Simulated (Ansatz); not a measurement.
Crystal: GaSb.

```
Sb Ga
1.0
     0.00000    3.05900    3.05900
     3.05900    0.00000    3.05900
     3.05900    3.05900    0.00000
Sb Ga
1 1
Direct
  0.75000 0.75000 0.75000
  0.00000 0.00000 0.00000
```

Base run:

```yaml
Program: Ansatz 0.2.0
Functional: BLYP
Potentials_or_basis: all-electron LAPW, scalar-relativistic
Cutoff: 279 eV (chosen from the basis error)
Basis_error_allowed: 0.001 eV/atom
k_mesh: 8 × 8 × 8
Occupations: fermi-dirac, width 0.05 eV
Spin: no spin polarisation
```

Its results: pressure 5.3 GPa.

**Question.** The run is repeated on the same cell with these changes: functional from BLYP to PBE. What comes out?

**Answer.** Pressure 2.3 GPa.

PBE binds more tightly than BLYP, so the same cell stands under less pressure.
